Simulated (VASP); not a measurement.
Input of a VASP 6.6.1 run:

The input INCAR:

```
SYSTEM = Si
  PREC = Accurate
  ENCUT = 520
  EDIFF = 1E-7
  ISMEAR = 0
  SIGMA = 0.05
  LREAL = .False.
  LASPH = .True.
  NELM = 100
  ALGO = Normal
  ISIF = 2
  LWAVE = .False.
  LCHARG = .True.
  LDIPOL = .True.
  IDIPOL = 3
  DIPOL = 0.5 0.5 0.500
  GGA = PS
  LVHAR = .True.
  LVACPOTAV = .True.
  KPAR = 8
```

Contents of KPOINTS:

```
regular mesh
0
Gamma
  4 6 1
  0 0 0
```

The input POSCAR:

```
Si
1.0
    7.6751067090      0.0000000000      0.0000000000
    0.0000000000      3.8375533540      0.0000000000
    0.0000000000      0.0000000000     20.1245800017
Si
24
Direct
    0.5950000000      0.5000000000      0.1540404819
    0.2500000000      0.0000000000      0.2640333363
    0.0000000000      0.0000000000      0.1966142896
    0.5000000000      0.5000000000      0.3988714299
    0.2500000000      0.5000000000      0.3314523832
    0.2500000000      0.0000000000      0.5337095234
    0.5000000000      0.0000000000      0.4662904766
    0.5000000000      0.5000000000      0.6685476168
    0.2500000000      0.5000000000      0.6011285701
    0.2500000000      0.0000000000      0.8033857104
    0.0000000000      1.0000000000      0.7359666637
    0.3450000000      0.5000000000      0.8757738050
    0.9050000000      0.5000000000      0.1242261950
    0.7500000000      0.0000000000      0.2640333363
    0.5000000000      0.0000000000      0.1966142896
    1.0000000000      0.5000000000      0.3988714299
    0.7500000000      0.5000000000      0.3314523832
    0.7500000000      0.0000000000      0.5337095234
    1.0000000000      0.0000000000      0.4662904766
    1.0000000000      0.5000000000      0.6685476168
    0.7500000000      0.5000000000      0.6011285701
    0.7500000000      0.0000000000      0.8033857104
    0.5000000000      1.0000000000      0.7359666637
    0.6550000000      0.5000000000      0.8459595181
```

Potentials or basis: VASP PAW PBE potentials, release 64 (Si).

Command:

```bash
$ cat potpaw_PBE.64/Si/POTCAR > POTCAR
$ mpirun -np 8 vasp_std > vasp.out
```

(1) Estimate the band gap on the k mesh.

(2) What does it give for the largest force?

Answers

(1) none (metal or under the smearing width).

(2) 1.885 eV/Å.

Caveat: the PAW data sets were made with another functional, which shifts forces and pressure a little.
